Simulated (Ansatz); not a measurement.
## Si3N4: what a change does to the field gradients

Base: a structure deposited in the COD whose atoms were relaxed with PBE, the cell held.

```
Si N
1.0
     7.59500    0.00000    0.00000
    -3.79750    6.57746    0.00000
     0.00000    0.00000    2.90230
Si N
6 8
Direct
  0.76732 0.17356 0.32564
  0.59376 0.76732 0.82564
  0.82644 0.59376 0.32564
  0.23268 0.82644 0.82564
  0.40624 0.23268 0.32564
  0.17356 0.40624 0.82564
  0.02936 0.32975 0.32565
  0.69961 0.02936 0.82565
  0.67025 0.69961 0.32565
  0.97064 0.67025 0.82565
  0.30039 0.97064 0.32565
  0.32975 0.30039 0.82565
  0.33333 0.66667 0.82553
  0.66667 0.33333 0.32553
```

Atom numbers follow the list; atoms alike are taken as one site, whose name carries the number of the first.

The numbers come from a DFT calculation in Ansatz (PBE, plane waves and PAW, scalar-relativistic, 420 eV cutoff, Γ-centred 4×4×10 k-points, Fermi–Dirac smearing 0.02 eV). The variant's k-mesh is 4×4×9.

**Question.** Variant: z stretched by 1 %, ions relaxed. What happens to the gradients (10²¹ V/m²)?

**Answer.** 

```tsv
site	atoms	V_zz base	η base	V_zz variant	η variant
Si	1, 2, 3, 4, 5, …	0.99	0.42	1.00	0.49
N7	7, 8, 9, 10, 11, …	-4.90	0.07	-5.02	0.14
N13	13, 14	-4.83	0.00	-4.88	0.00
```

The largest change of V_zz is on N7, from -4.90 to -5.02. In per cent, |V_zz| changes by +2 on Si, +1 to +2 on N (all sites that start above 0.5).

For the base: At this cell the PBE pressure is 6 GPa, so with PBE the cell would grow if it were relaxed.
